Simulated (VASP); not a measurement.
Here is the system:

```
CELL_PARAMETERS angstrom
      0.00000     3.05239     3.05239
      3.05239     0.00000     3.05239
      3.05239     3.05239     0.00000
ATOMIC_POSITIONS crystal
  Al 0.00000 0.00000 0.00000
  Sb 0.25000 0.25000 0.25000
```

Computed with PBE GGA, VASP's PBE PAW potentials (set 64) (plane waves; VASP). Settings: 520 eV cut-off, 7×7×7 Γ-centred mesh, Gaussian smearing of 0.050 eV, potentials Al Sb.

Question: The job: AlSb (zinc blende), 2 atoms, PBE, static run, 520 eV, 7×7×7 Γ-centred mesh. Roughly how much core time does it take on a busy server core?

Answer: About 8 core-seconds (one run on a shared machine, a rough figure). It had 20 irreducible k-points, 8 bands, up to 1545 plane waves and 14 electronic steps.

The compound is AlSb in the zinc blende structure. This cell is one point of a volume scan, at 0.94 of the reference volume.
